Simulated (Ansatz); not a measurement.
# PtSe2: the band gap up the ladder of functionals

An exercise on one series of results from a longer session: the logs are not shown, and one member is left open.

Code: Ansatz 0.2.0. PAW datasets, plane waves. All values are calculated for a non-magnetic cell, which may be hypothetical.

**Starting point**

The cell was relaxed beforehand with r2SCAN.

It is tetragonal, P4_2/mnm (No. 136); conventional cell a = 5.747 Å, c = 3.981 Å, 21.91 Å³ an atom. Around Pt lie 6 Se at 2.51–2.52 Å; around Se lie 3 Pt at 2.51–2.52 Å.

As a file:

```xyz
6
Lattice="5.7465 0.0000 0.0000 0.0000 5.7465 0.0000 0.0000 0.0000 3.9813" Properties=species:S:1:pos:R:3 pbc="T T T"
Pt    0.0000    0.0000    0.0000
Pt    2.8733    2.8733    1.9907
Se    1.7770    1.7770    0.0000
Se    1.0963    4.6503    1.9907
Se    4.6503    1.0963    1.9907
Se    3.9695    3.9695    0.0000
```

The first run:

The input, input.yaml:

```yaml
crystal:
  lattice:
    - [5.7465248854, 0.0, 0.0]
    - [0.0, 5.7465248854, 0.0]
    - [0.0, 0.0, 3.9813365815]
  atoms:
    - { symbol: Pt, position: [0.0, 0.0, 0.0] }
    - { symbol: Pt, position: [0.5, 0.5, 0.5] }
    - { symbol: Se, position: [0.3092307571, 0.3092307571, 0.0] }
    - { symbol: Se, position: [0.1907692429, 0.8092307571, 0.5] }
    - { symbol: Se, position: [0.8092307571, 0.1907692429, 0.5] }
    - { symbol: Se, position: [0.6907692429, 0.6907692429, 0.0] }
kpoints:
  mp_grid: { grid: [4, 4, 6] }
  band_path:
    path:
      - [[0.0, 0.0, 0.0], [0.0, 0.5, 0.0], [0.5, 0.5, 0.0], [0.0, 0.0, 0.0], [0.0, 0.0, 0.5], [0.0, 0.5, 0.5], [0.5, 0.5, 0.5], [0.0, 0.0, 0.5]]
      - [[0.0, 0.5, 0.0], [0.0, 0.5, 0.5]]
      - [[0.5, 0.5, 0.0], [0.5, 0.5, 0.5]]
    npoints: 10
hamiltonian:
  xc: pbe
scf:
  occupations: { method: fermi_dirac, width: 0.02 }
  n_extra_bands: 5
output:
  forces: true
  stress: true
  eigenvalues: true
```

Steps of the session up to this table: PBE band path; r2SCAN; HSE06 at the same geometry; PBE+SOC; PBE0; LDA at the same geometry.

One table of the session follows, with a row left open; its other results are not shown here.

```
  level  gap (eV)
    PBE     -0.56
 r2SCAN     -0.54
  HSE06     -0.82
PBE+SOC     -0.59
   PBE0     -1.21
    LDA         ?
```

Estimate the missing values for LDA.

The run gave: gap (eV): -0.58. In the column «gap (eV)» it lies between PBE+SOC (-0.59) and PBE (-0.56).

Meshes: PBE 4×4×6, r2SCAN 4×4×6, HSE06 4×4×4, PBE+SOC 4×4×6, PBE0 4×4×4, LDA 4×4×6.

In words: Every level leaves the bands touching or overlapping.

Limits of these values: Warnings in the runs' records: filled band counts differ across k points, stress scf threshold loose, stress exchange threshold loose.
